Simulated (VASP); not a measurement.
## VASP 6.6.1 run: MgO

INCAR

```
ISIF = 2
SIGMA = 0.02
ENCUT = 520
GGA = PS
LCHARG = .FALSE.
EDIFF = 0.0001
LWAVE = .FALSE.
NELM = 76
LREAL = .FALSE.
LASPH = .TRUE.
NBANDS = 16
NSW = 0
ISMEAR = -1
PREC = Accurate
IBRION = -1
```

KPOINTS

```
KPOINTS created by Atomic Simulation Environment
0
Gamma
12 12 6
0 0 0
```

POSCAR

```
Mg O
 1.0000000000000000
     3.4840796175216102   -0.0000000000288676    0.0000000000000000
    -1.7420398087358051    3.0173014575957189    0.0000000000000000
     0.0000000000000000    0.0000000000000000    4.0840324655000000
 Mg  O
   2   2
Cartesian
  1.7420398087691389  1.0057671525126612  3.0630243491250000
  0.0000000000166668  2.0115343050541901  1.0210081163750000
  1.7420398087691389  1.0057671525126612  1.0210081163750000
  0.0000000000166668  2.0115343050541901  3.0630243491250000
```

The recommended PBE PAW datasets give the neutral cell 16 valence electrons.

Command

```
mpirun -np 1 vasp_std
```

Question: How does this run end, and what does it give?

Answer: It converged. Results: gap between bands v and c on the k mesh 3.46 eV; least direct gap on the k mesh 3.46 eV; pressure 4.4 GPa. Band v is the last that the valence electrons fill when counted band by band, and c is the next.

OSZICAR

```
N       E                     dE             d eps       ncg     rms          rms(c)
DAV:   1     0.584347679106E+02    0.58435E+02   -0.76675E+03  2440   0.895E+02
DAV:   2    -0.245923158131E+02   -0.83027E+02   -0.76079E+02  3456   0.195E+02
DAV:   3    -0.283969829467E+02   -0.38047E+01   -0.37925E+01  2760   0.424E+01
DAV:   4    -0.284126314726E+02   -0.15649E-01   -0.15648E-01  2960   0.316E+00
DAV:   5    -0.284127082741E+02   -0.76801E-04   -0.76801E-04  2792   0.212E-01    0.105E+01
DAV:   6    -0.248426196820E+02    0.35701E+01   -0.89202E+00  2584   0.233E+01    0.343E+00
DAV:   7    -0.247697843863E+02    0.72835E-01   -0.13862E-01  2488   0.300E+00    0.207E+00
DAV:   8    -0.247314887697E+02    0.38296E-01   -0.89543E-02  2768   0.312E+00    0.499E-01
DAV:   9    -0.247288922554E+02    0.25965E-02   -0.67760E-03  2880   0.724E-01    0.107E-01
DAV:  10    -0.247293399916E+02   -0.44774E-03   -0.36510E-04  2464   0.149E-01    0.224E-02
DAV:  11    -0.247293458102E+02   -0.58186E-05   -0.10789E-05  1320   0.251E-02
   1 F= -.24729346E+02 E0= -.24729346E+02  d E =-.219244E-10
```

Standard output (part)

```
POSCAR found type information on POSCAR MgO
 POSCAR found :  2 types and       4 ions
 LDA part: xc-table for (Slater+PW92), standard interpolation
 POSCAR, INCAR and KPOINTS ok, starting setup
 WAVECAR not read
 entering main loop
```

For comparison, a separate PBE run of the intended cell, on usual settings and not on those above, gives a gap of 3.59 eV on its mesh and a pressure of 8.0 GPa.
